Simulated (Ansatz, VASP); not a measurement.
# CoO in VASP and in Ansatz

```
CELL_PARAMETERS angstrom
0.00000 2.13150 2.13150
2.13150 0.00000 2.13150
2.13150 2.13150 0.00000
ATOMIC_POSITIONS crystal
Co 0.00000 0.00000 0.00000
O 0.50000 0.50000 0.50000
```

Alike in both runs: task single point; functional PBE; k mesh 8 × 8 × 8; occupations gaussian, width 0.05 eV; collinear spin; Hubbard terms Co d U = 8.0 eV.

|  | VASP | Ansatz |
| --- | --- | --- |
| version | VASP 6.6.1 | Ansatz 0.2.0 |
| potentials or method | VASP PAW PBE potentials, release 64 (Co, O) | scalar-relativistic, plane waves, PAW |
| plane-wave cutoff (eV) | 520 | 420 |
| valence electrons in the cell | 15 | 23 |

```csv
,VASP,Ansatz,Ansatz less VASP
pressure (GPa),-3.1,12.3,+15.41
largest component of the traceless stress (GPa),0.00,7.44,+7.436
net moment per atom (μB),1.50,0.50,-1.000
size of the moment on the site where the two differ most (μB),2.83,0.93,-1.901
```

The net moments differ so much that the two runs ended in different magnetic states, which moves the other rows too. Site moments also hang on the region over which each program counts them. The programs project onto different local orbitals, so the same U acts differently. The two sets of potentials don't hold the same shells in valence. Ansatz warned: «specified_occupation_not_kept».

Caveats: a cell with one magnetic atom can't hold antiferromagnetic order, which such compounds often take. The state reached can hang on the start; a lower one may exist.
